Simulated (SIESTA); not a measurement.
Runs of SIESTA 5.4.2 on Os. Symmetry: P6_3/mmc, No. 194, hexagonal system. Conventional cell: a = 2.734 Å, b = 2.734 Å, c = 4.320 Å, α = 90.00°, β = 90.00°, γ = 120.00°. Os (site symmetry -6m2) has 12 Os at 2.68 to 2.73 Å as nearest neighbours. 

```csv
level,potentials or basis,energy shift,gap on the mesh (eV),pressure (GPa)
vdW-DF-cx,"PseudoDojo 0.4 standard (PBE files), DZP (energy shift 0.002 Ry)",0.002 Ry,none,3.6
PBE,"PseudoDojo 0.4 standard (PBE files), TZDP (energy shift 0.01 Ry)",0.01 Ry,none,(a)
AM05,"PseudoDojo 0.4 standard (PBEsol files), DZP (energy shift 0.002 Ry)",0.002 Ry,none,-1.6
PBE,"PseudoDojo 0.4 standard (PBE files), DZP (energy shift 0.01 Ry)",0.01 Ry,none,4.8
```

Alike in all rows: task band structure; no spin polarisation; cell as given; k mesh 11 × 11 × 6; smearing fermi-dirac 0.05 eV; grid cutoff 800 Ry.

Task: Estimate the missing entries.

Result: (a) 7.9.

Caveats: semicore shells carry a single zeta, which can move pressures by several GPa and volumes by a few percent; spin-orbit coupling is left out, which moves the levels of the heavy elements; the basis of atomic orbitals isn't converged, which shifts pressures, moduli and gaps; the potentials were made for another functional, which shifts forces and pressure (some runs).

A k mesh can miss the band edges, and the runs leave out spin-orbit coupling on Os.

A gap of «none» marks a metal or a gap under the smearing width.
